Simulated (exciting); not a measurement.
The system is SrO.

```
CELL_PARAMETERS angstrom
0.00000 2.56630 2.56630
2.56630 0.00000 2.56630
2.56630 2.56630 0.00000
ATOMIC_POSITIONS crystal
Sr 0.50000 0.50000 0.50000
O 0.00000 0.00000 0.00000
```

Program: exciting (release sodium). Alike in all runs: potentials or basis all-electron LAPW+lo, shipped species files, valence relativity iora*; cell as given; rgkmax 7.5.

**Question.** Order these runs on this cell by their band gap on the k mesh, lowest first.
A. level PBE; spin off; k mesh 9 × 9 × 9; smearing gaussian 0.011 eV; outputlevel normal; nempty 10; mesh quality not flagged
B. level LDA; spin off; k mesh 9 × 9 × 9; smearing fermi-dirac 0.05 eV; outputlevel high; nempty 10; mesh quality not flagged
C. level revPBE+D2; spin SOC, no magnetisation; k mesh 5 × 5 × 5; smearing methfessel-paxton 0.05 eV; outputlevel normal; nempty 20; mesh quality coarse

**Answer.** B (3.21 eV), A (3.38 eV), C (3.57 eV).

Caveats: some runs use coarse meshes; an odd mesh through Γ misses points on the zone boundary, where band edges often lie (some runs).

Not every run made on this cell is shown here.
